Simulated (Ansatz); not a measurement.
What a change of settings does to a run on AlN

The cell comes from COD entry 1523095, which wasn't checked; take it as a given geometry. The listed cell was then made from it by scaling, straining or moving an atom.

First run: DFT, PBE, all-electron PAW with datasets made for the crystal, scalar-relativistic (Ansatz 0.2.0).

Command: `ansatz run input.yaml --threads 1 --pin off --max-ram 3072MiB --backend cpu --events-out ev --progress --plain --runs-dir out` The run took 5.3 s on 1 thread of Intel(R) Xeon(R) Platinum 8488C (Sapphire Rapids) (shared host), peak memory 0.47 GiB.

```yaml
crystal:
  lattice:
    - [0.0, 2.03734, 1.978]
    - [2.03734, 0.0, 1.978]
    - [2.03734, 2.03734, 0.0]
  atoms:
    - { symbol: Al, position: [0.0, 0.0, 0.0] }
    - { symbol: "N", position: [0.5, 0.5, 0.5] }
kpoints:
  mp_grid: { grid: [10, 10, 10] }
scf:
  occupations: { method: fermi_dirac, width: 0.02 }
hamiltonian:
  xc: pbe
  pseudopotentials: { kind: all_electron, datasets: crystal }
output:
  forces: true
  stress: true
  eigenvalues: true
  efg: { contact_densities: true }
```

Result: converged; pressure 7.51 GPa; gap on the k mesh 4.45 eV; 7 SCF iterations.

The input is then changed:

```diff
@@ -8,7 +8,9 @@
     - { symbol: "N", position: [0.5, 0.5, 0.5] }
 kpoints:
-  mp_grid: { grid: [10, 10, 10] }
+  mp_grid: { grid: [7, 7, 7] }
 scf:
   occupations: { method: fermi_dirac, width: 0.02 }
+  n_extra_bands: 8
+  lower_state_search: full
 hamiltonian:
   xc: pbe
```

Question: What does the second run give?

Answer: It converged; energy at zero smearing +0.7 meV/atom from the first run; pressure 7.50 GPa; gap on the k mesh 4.80 eV (the mesh can miss the band edges); 9 SCF iterations. Some of these settings are too coarse for converged properties.
